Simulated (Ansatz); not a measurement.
## Cold compression of Pb (sc type)

```yaml
crystal:
  lattice:
    - [3.25438, 0.00000, 0.00000]
    - [0.00000, 3.25438, 0.00000]
    - [0.00000, 0.00000, 3.25438]
  atoms:
    - { symbol: Pb, position: [0.00000, 0.00000, 0.00000] }
```

The cell comes from a relaxation on PAW files under the same functional, begun from a prototype that needn't be the stable phase.

Its volume is scaled at fixed shape and fractional positions.

Computed with Ansatz 0.2.0; functional PBE, scalar-relativistic. Settings: a Γ-centred 12×12×12 k mesh, Fermi–Dirac smearing of 0.05 eV, no spin polarisation. Methods: LAPW: all electrons, basis error target 1 meV/atom; PAW: frozen-core files, cutoff 420 eV; crystal datasets: all electrons, by PAW datasets that the program makes for each cell; norm-conserving: pseudopotentials, cutoff 850 eV; PAW (core large): files with a larger core, cutoff 420 eV.

Energies are extrapolated to zero smearing and count from the unscaled cell; pressure is positive in compression; gaps take the mesh and a band path. No temperature or zero-point motion is included.

Spin–orbit coupling is left out, which matters for the heavy atoms.

```
V/V0  V (Å³/atom)  P LAPW (GPa)  ΔE LAPW (eV/atom)  P PAW − LAPW (GPa)  ΔE PAW − LAPW (meV/atom)
1.00        34.47          0.02              0.000               -0.01                       0.0
0.95        32.74          2.08              0.011               -0.01                      -0.1
0.85        29.30          8.59                  ?               -0.01                      -0.3
0.75        25.85          20.6              0.419               -0.01                      -0.6
0.65        22.40          43.9              1.084                0.00                      -0.7
0.55        18.96          92.7              2.483                0.03                      -0.4
0.45        15.51         206.2              5.518                0.20                       1.7
0.40        13.79         318.4              8.290                0.46                       5.2
```

Give the missing entry: row "0.85", column "ΔE LAPW (eV/atom)".

0.119.

Fit the Vinet equation to the LAPW pressures over the whole range, with residuals weighted by 1/(|P| + 0.03·Pmax).

V0 = 34.65 Å³/atom, B0 = 30.2 GPa and B0′ = 5.93, and the fit misses no point by more than 5.7 GPa. A fit over so wide a range pins B0 less well than one near rest.

From the table, what is the rise of the enthalpy H = E + pV up to the last row, and how stiff is the crystal between the last two rows?

ΔH = 8.290 eV + (318.4 GPa × 13.79 Å³ − 0.02 GPa × 34.47 Å³) × 0.006242 eV/(GPa·Å³) = 35.69 eV/atom, of which pV makes 77 %. The mean bulk modulus there is −ΔP/Δln V = 953 GPa.

At the smallest volume, how far do crystal datasets and norm-conserving and PAW (core large) lie from LAPW in pressure?

crystal datasets: 0.00 GPa; norm-conserving: +1.97 GPa; PAW (core large): +0.46 GPa, on a LAPW pressure of 318.4 GPa.

How do the Löwdin populations by LAPW change from the unscaled cell to the last row?

Pb 5s 1.99 → 1.95, Pb 6s 1.73 → 1.30, Pb 5p 6.00 → 5.96, Pb 6p 2.28 → 2.82, Pb 5d 9.99 → 9.93 electrons an atom. These are projections on the shells that the free atoms fill; 0.02 e a cell lies outside them at the start and 0.04 e at the end.
